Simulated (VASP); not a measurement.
# Mo (Im-3m) in VASP: notebook, part 2 of 2

VASP 6.6.1. Earlier steps stand in the parts before.

## 3. Relaxation of cell and atoms, revPBE

The input, INCAR:

```
PREC = Accurate
ENCUT = 600
EDIFF = 1E-7
ISMEAR = -1
SIGMA = 0.05
LREAL = False
LASPH = True
NELM = 80
ALGO = Fast
ISIF = 3
LWAVE = False
LCHARG = False
GGA = RE
IBRION = 2
NSW = 40
EDIFFG = -0.01
```

The input, KPOINTS:

```
regular mesh
0
Gamma
  12 12 12
```

The input, POSCAR:

```
Mo
1.0
   -1.5838089719      1.5838089719      1.5838089719
    1.5838089719     -1.5838089719      1.5838089719
    1.5838089719      1.5838089719     -1.5838089719
Mo
1
Direct
    0.0000000000      0.0000000000      0.0000000000
```

Potentials or basis: VASP PAW PBE potentials, release 64 (Mo_sv).

The run is started by

```bash
cat potpaw_PBE.64/Mo_sv/POTCAR > POTCAR
mpirun -np 1 vasp_std > vasp.out
```

OUTCAR:

```text
PREC = Accurate
   ENCUT = 600
   EDIFF = 1E-7
   ISMEAR = -1
   LREAL = False
   LASPH = True
   NELM = 80
   ISIF = 3
   GGA = RE
   IBRION = 2
   NSW = 40
   EDIFFG = -0.01

 ion  position               nearest neighbor table
   1  0.000  0.000  0.000-

  LATTYP: Found a body centered cubic cell.
 ALAT       =     3.1676179438

  Lattice vectors:

 A1 = (  -1.5838089719,   1.5838089719,   1.5838089719)
 A2 = (   1.5838089719,  -1.5838089719,   1.5838089719)
 A3 = (   1.5838089719,   1.5838089719,  -1.5838089719)

Analysis of symmetry for initial positions (statically):
=====================================================================
 Subroutine PRICEL returns:
 Original cell was already a primitive cell.

 Routine SETGRP: Setting up the symmetry group for a
 body centered cubic supercell.

 Subroutine GETGRP returns: Found 48 space group operations
 (whereof 48 operations were pure point group operations)
 out of a pool of 48 trial point group operations.

The static configuration has the point symmetry O_h .

Analysis of symmetry for dynamics (positions and initial velocities):
=====================================================================
 Subroutine PRICEL returns:
 Original cell was already a primitive cell.

 Routine SETGRP: Setting up the symmetry group for a
 body centered cubic supercell.

 Subroutine GETGRP returns: Found 48 space group operations
 (whereof 48 operations were pure point group operations)
 out of a pool of 48 trial point group operations.

The dynamic configuration has the point symmetry O_h .

 Subroutine INISYM returns: Found 48 space group operations
 (whereof 48 operations are pure point group operations),
 and found     1 'primitive' translations

----------------------------------------------------------------------------------------

[... 131 lines left out ...]

 number of electron      14.0000002 magnetization

 Free energy of the ion-electron system (eV)
  ---------------------------------------------------
  ext. energy  EPLUGINS =         0.00000000
  ---------------------------------------------------
  free energy    TOTEN  =       -10.49921934 eV

  energy without entropy =      -10.49663952  energy(sigma->0) =      -10.49792943

------------------------ aborting loop because EDIFF is reached ----------------------------------------

  FORCE on cell =-STRESS in cart. coord.  units (eV):
  Direction    XX          YY          ZZ          XY          YZ          ZX
  --------------------------------------------------------------------------------------
  -------------------------------------------------------------------------------------
  Total        0.0985540      0.0985540      0.0985540      0.0000000      0.0000000     -0.0000000
  in kB        9.9361082      9.9361082      9.9361082      0.0000000      0.0000000     -0.0000000
  external PRESSURE =       9.9361082 kB  Pullay stress =       0.0000000 kB
[... 57 lines left out ...]
--------------------------------------- Ionic step        3  -------------------------------------------

 number of electron      14.0000002 magnetization

 Free energy of the ion-electron system (eV)
  ---------------------------------------------------
  ext. energy  EPLUGINS =         0.00000000
  ---------------------------------------------------
  free energy    TOTEN  =       -10.49940300 eV

  energy without entropy =      -10.49680376  energy(sigma->0) =      -10.49810338

 E-fermi :  12.2779     XC(G=0): -13.2277

 val. band max:       12.2643947431   @ k =   0.5000   0.5000   0.0833
 cond. band min:      12.3237469544   @ k =  -0.3333   0.3333   0.2500
 fundamental gap:      0.0593522113
 Fermi energy:        12.2779089037

 k-point     1 :       0.0000    0.0000    0.0000
  band No.  band energies     occupation
      1     -48.9687      2.00000
      2     -22.2814      2.00000
      3     -22.2814      2.00000
      4     -22.2814      2.00000
      5       5.1658      2.00000
      6      10.9961      2.00000
      7      10.9961      2.00000
      8      10.9961      2.00000
      9      13.9512      0.00000
     10      13.9512      0.00000
     11      27.1155      0.00000
[... 309 lines left out ...]
 k-point    24 :       0.4167    0.0833    0.0833
  band No.  band energies     occupation
      1     -48.7203      2.00000
      2     -23.5059      2.00000
      3     -22.7622      2.00000
      4     -22.3789      2.00000
      5       7.6843      2.00000
      6       9.0057      2.00000
      7      12.5994      0.00322
      8      14.1266      0.00000
      9      14.6094      0.00000
     10      18.5115      0.00000
     11      23.1226      0.00000

 [... further k-points ...]

------------------------ aborting loop because EDIFF is reached ----------------------------------------

  FORCE on cell =-STRESS in cart. coord.  units (eV):
  Direction    XX          YY          ZZ          XY          YZ          ZX
  --------------------------------------------------------------------------------------
  -------------------------------------------------------------------------------------
  Total        0.0092955      0.0092955      0.0092955      0.0000000      0.0000000     -0.0000000
  in kB        0.9335957      0.9335957      0.9335957      0.0000000      0.0000000     -0.0000000
  external PRESSURE =       0.9335957 kB  Pullay stress =       0.0000000 kB
[... 16 lines left out ...]
  FREE ENERGIE OF THE ION-ELECTRON SYSTEM (eV)
  ---------------------------------------------------
  free  energy   TOTEN  =       -10.4994029971 eV

  energy  without entropy=      -10.4968037561  energy(sigma->0) =      -10.49810338

 reached required accuracy - stopping structural energy minimisation
```

OSZICAR:

```text
N       E                     dE             d eps       ncg     rms          rms(c)
DAV:   1     0.101132053767E+03    0.10113E+03   -0.89505E+03  1592   0.145E+03
DAV:   2    -0.952001845882E+01   -0.11065E+03   -0.10699E+03  1728   0.364E+02
DAV:   3    -0.111244357266E+02   -0.16044E+01   -0.15908E+01  1824   0.430E+01
[... 33 lines left out ...]
RMM:   6    -0.104994038314E+02   -0.31577E-05   -0.44614E-05  1584   0.894E-02    0.181E-02
RMM:   7    -0.104994045530E+02   -0.72163E-06   -0.72154E-06  1558   0.315E-02    0.234E-02
RMM:   8    -0.104994040406E+02    0.51236E-06   -0.20477E-06  1597   0.202E-02    0.705E-03
RMM:   9    -0.104994030779E+02    0.96272E-06   -0.10628E-06  1566   0.130E-02    0.353E-03
RMM:  10    -0.104994029971E+02    0.80829E-07   -0.12960E-07   944   0.451E-03
   3 F= -.10499403E+02 E0= -.10498103E+02  d E =-.183660E-03
```

CONTCAR:

```text
Mo
   1.00000000000000
    -1.5858258683311406    1.5858258683311406    1.5858258683311406
     1.5858258683311406   -1.5858258683311406    1.5858258683311406
     1.5858258683311406    1.5858258683311406   -1.5858258683311406
  Mo
     1
Direct
     0.0000000000000000    0.0000000000000000    0.0000000000000000

  0.00000000E+00  0.00000000E+00  0.00000000E+00
```

Wall time 40 s (1 thread of AMD EPYC 7R13 (Zen 3), shared host); peak memory 0.12 GiB.

Results:

| Quantity | Value |
| --- | --- |
| Free energy | -10.4994 eV |
| Relaxed volume | 15.95 Å³/atom |
| Relaxed cell | a = 2.747 Å, b = 2.747 Å, c = 2.747 Å, α = 109.47°, β = 109.47°, γ = 109.47° |
| Space group after relaxing (to 0.05 Å) | Im-3m (No. 229) |
| Energy gained by relaxing | 0.2 meV/atom |
| Ionic steps | 3 |
| Pressure after relaxing | 0.1 GPa |
| Band gap on the k mesh | none (metal or under the smearing width) |

Step by step:
| step | energy change (eV) | largest force (eV/Å) | pressure (GPa) | volume (Å³) |
| --- | --- | --- | --- | --- |
| 1 | 0.0000 | 0.0000 | 0.99 | 15.89 |
| 2 | 0.0012 | 0.0000 | -2.59 | 16.12 |
| 3 | -0.0002 | 0.0000 | 0.09 | 15.95 |

Final structure:
```
Mo
1.0
    -1.58583    1.58583    1.58583
     1.58583   -1.58583    1.58583
     1.58583    1.58583   -1.58583
Mo
1
Direct
  0.00000 0.00000 0.00000
```

Caveat: the PAW data sets were made with another functional, which shifts forces and pressure a little.

## 4. Relaxation of cell and atoms, BLYP

INCAR: that of step 3 with these lines changed.

```diff
@@ -12,3 +12,7 @@
 LCHARG = False
-GGA = RE
+GGA = B5
+ALDAX = 1.0
+AGGAX = 1.0
+AGGAC = 1.0
+ALDAC = 0.0
 IBRION = 2
```

KPOINTS is that of step 3.

POSCAR is that of step 3.

The run is started by

```bash
cat potpaw_PBE.64/Mo_sv/POTCAR > POTCAR
mpirun -np 1 vasp_std > vasp.out
```

Wall time 65 s (1 thread of AMD EPYC 7R13 (Zen 3), shared host); peak memory 0.13 GiB.

It converged, with:

```
Free energy                            : -9.5097 eV
Relaxed volume                         : 16.46 Å³/atom
Relaxed cell                           : a = 2.776 Å, b = 2.776 Å, c = 2.776 Å, α = 109.47°, β = 109.47°, γ = 109.47°
Space group after relaxing (to 0.05 Å) : Im-3m (No. 229)
Energy gained by relaxing              : 15.4 meV/atom
Ionic steps                            : 4
Pressure after relaxing                : 0.0 GPa
Band gap on the k mesh                 : none (metal or under the smearing width)
```

Step by step:
```tsv
step	energy change (eV)	largest force (eV/Å)	pressure (GPa)	volume (Å³)
1	0.0000	0.0000	8.94	15.89
2	0.0764	0.0000	-17.41	18.02
3	-0.0154	0.0000	-0.29	16.48
4	-0.0154	0.0000	-0.02	16.46
```

Final structure:
```xyz
1
Lattice="-1.6026 1.6026 1.6026 1.6026 -1.6026 1.6026 1.6026 1.6026 -1.6026" Properties=species:S:1:pos:R:3 pbc="T T T"
Mo    0.0000    0.0000    0.0000
```

Levels at points of the mesh, in eV from the Fermi level:
| k point | band 4 | band 5 | band 6 | band 7 | band 8 | band 9 | band 10 | band 11 |
| --- | --- | --- | --- | --- | --- | --- | --- | --- |
| (0.00, 0.00, 0.00) | -34.57 | -6.82 | -1.30 | -1.30 | -1.30 | 1.57 | 1.57 | 14.97 |
| (0.50, 0.00, 0.00) | -34.57 | -4.92 | -3.16 | 1.55 | 1.74 | 2.13 | 4.34 | 10.92 |
| (0.50, 0.50, 0.50) | -35.40 | -4.95 | -4.95 | 3.65 | 3.65 | 3.65 | 8.88 | 8.88 |

Caveat: the PAW data sets were made with another functional, which shifts forces and pressure a little.

## 5. Relaxation of cell and atoms, AM05

INCAR: that of step 4 with these lines changed.

```diff
@@ -12,7 +12,3 @@
 LCHARG = False
-GGA = B5
-ALDAX = 1.0
-AGGAX = 1.0
-AGGAC = 1.0
-ALDAC = 0.0
+GGA = AM
 IBRION = 2
```

KPOINTS is that of step 4.

POSCAR is that of step 4.

The run is started by

```bash
cat potpaw_PBE.64/Mo_sv/POTCAR > POTCAR
mpirun -np 1 vasp_std > vasp.out
```

Wall time 52 s (1 thread of AMD EPYC 7R13 (Zen 3), shared host); peak memory 0.13 GiB.

The run converged. Its results:

```
Free energy                            : -11.5502 eV
Relaxed volume                         : 15.27 Å³/atom
Relaxed cell                           : a = 2.707 Å, b = 2.707 Å, c = 2.707 Å, α = 109.47°, β = 109.47°, γ = 109.47°
Space group after relaxing (to 0.05 Å) : Im-3m (No. 229)
Energy gained by relaxing              : 21.1 meV/atom
Ionic steps                            : 4
Pressure after relaxing                : 0.0 GPa
Band gap on the k mesh                 : none (metal or under the smearing width)
```

The path:
| step | energy change (eV) | largest force (eV/Å) | pressure (GPa) | volume (Å³) |
| --- | --- | --- | --- | --- |
| 1 | 0.0000 | 0.0000 | -10.48 | 15.89 |
| 2 | 0.1727 | 0.0000 | 41.53 | 13.62 |
| 3 | -0.0211 | 0.0000 | -0.56 | 15.30 |
| 4 | -0.0211 | 0.0000 | -0.04 | 15.27 |

Final structure:
```
Mo
1.0
    -1.56295    1.56295    1.56295
     1.56295   -1.56295    1.56295
     1.56295    1.56295   -1.56295
Mo
1
Direct
  0.00000 0.00000 0.00000
```

Levels at points of the mesh, in eV from the Fermi level:
```tsv
k point	band 5	band 6	band 7	band 8	band 9	band 10
(0.00, 0.00, 0.00)	-7.31	-1.34	-1.34	-1.34	1.75	1.75
(0.50, 0.00, 0.00)	-5.43	-3.45	1.72	1.81	2.45	5.01
(0.50, 0.50, 0.50)	-5.60	-5.60	4.21	4.21	4.21	9.26
```

Caveat: the PAW data sets were made with another functional, which shifts forces and pressure a little.

## 6. Relaxation of cell and atoms, PW91

INCAR: that of step 5 with these lines changed.

```diff
@@ -12,3 +12,3 @@
 LCHARG = False
-GGA = AM
+GGA = 91
 IBRION = 2
```

KPOINTS is that of step 5.

POSCAR is that of step 5.

Potentials or basis: VASP PAW PBE potentials, release 64 (Mo_sv).

The run is started by

```bash
cat potpaw_PBE.64/Mo_sv/POTCAR > POTCAR
mpirun -np 1 vasp_std > vasp.out
```

Wall time 41 s (1 thread of AMD EPYC 7R13 (Zen 3), shared host); peak memory 0.12 GiB.

The run converged. Its results:

```yaml
Free_energy: -10.9061 eV
Relaxed_volume: 15.86 Å³/atom
Relaxed_cell: a = 2.741 Å, b = 2.741 Å, c = 2.741 Å, α = 109.47°, β = 109.47°, γ = 109.47°
Space_group_after_relaxing_to_0.05_Å: Im-3m (No. 229)
Energy_gained_by_relaxing: 0.1 meV/atom
Ionic_steps: 3
Pressure_after_relaxing: 0.0 GPa
Band_gap_on_the_k_mesh: none (metal or under the smearing width)
```

Final structure:
```yaml
crystal:
  lattice:
    - [-1.58267, 1.58267, 1.58267]
    - [1.58267, -1.58267, 1.58267]
    - [1.58267, 1.58267, -1.58267]
  atoms:
    - { symbol: Mo, position: [0.00000, 0.00000, 0.00000] }
```

Levels at points of the mesh, in eV from the Fermi level:
```
           k point  band 4  band 5  band 6  band 7  band 8  band 9  band 10  band 11
(0.00, 0.00, 0.00)  -34.46   -7.08   -1.31   -1.31   -1.31    1.67     1.67    14.89
(0.50, 0.00, 0.00)  -34.47   -5.18   -3.30    1.69    1.69    2.30     4.67    12.02
(0.50, 0.50, 0.50)  -35.39   -5.28   -5.28    3.93    3.93    3.93     9.04     9.04
```

Caveat: the PAW data sets were made with another functional, which shifts forces and pressure a little.

## 7. For comparison

An earlier run on the cell as given: functional PBE; potentials or basis VASP PAW PBE potentials, release 64 (Mo_sv); cutoff 520 eV; k mesh 12 × 12 × 12; occupations fermi-dirac, width 0.05 eV; no spin polarisation.

- Pressure: -1.4 GPa
- Band gap on the k mesh: none (metal or under the smearing width)

## 8. The runs side by side

```tsv
task	level	cell	cutoff (eV)	gap on the mesh (eV)	pressure (GPa)	relaxed volume (Å³/atom)
relaxation of cell and atoms	RPBE	relaxed	600	none	0.0	16.02
relaxation of cell and atoms	revPBE	relaxed	600	none	0.1	15.95
relaxation of cell and atoms	BLYP	relaxed	600	none	0.0	16.46
relaxation of cell and atoms	AM05	relaxed	600	none	0.0	15.27
relaxation of cell and atoms	PW91	relaxed	600	none	0.0	15.86
single point	PBE	as given	520	none	-1.4	-
```

Alike in all rows: potentials or basis VASP PAW PBE potentials, release 64 (Mo_sv); no spin polarisation; k mesh 12 × 12 × 12; smearing fermi-dirac 0.05 eV.

Caveats: the PAW data sets were made with another functional, which shifts forces and pressure a little (some runs).

Absolute energies hang on the potentials; compare differences alone.
